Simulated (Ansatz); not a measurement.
## Hg: which structure is lowest?

These are results of DFT, PBEsol, plane waves (420 eV) with PAW, scalar-relativistic in Ansatz 0.2.0, not measurements. (PAW data from PBE, frozen cores regenerated.)

Each structure is relaxed within its own symmetry, so a high-lying one may be dynamically unstable.

```tsv
structure	ΔE (meV/atom)	V (Å³/atom)	cell	magnetic state
alpha-Hg (rhombohedral)	0	23.89	a = 3.545 Å, c = 6.586 Å (c/a = 1.858)	spin not included
simple cubic	9	25.57	a = 2.946 Å	spin not included
bcc	10	23.84	a = 3.626 Å	spin not included
omega (AlB2-type)	13	24.11	a = 5.256 Å, c = 3.023 Å (c/a = 0.575)	spin not included
fcc	19	23.37	a = 4.539 Å	spin not included
dhcp	21	23.48	a = 3.190 Å, c = 10.658 Å (c/a = 3.341)	spin not included
hcp	23	23.57	a = 3.190 Å, c = 5.348 Å (c/a = 1.676)	spin not included
A15	35	24.15	a = 5.781 Å	spin not included
diamond	224	36.45	a = 6.631 Å	spin not included
```

ΔE counts from alpha-Hg (rhombohedral).

Differences under about 8 meV lie within the error of the k-point mesh.
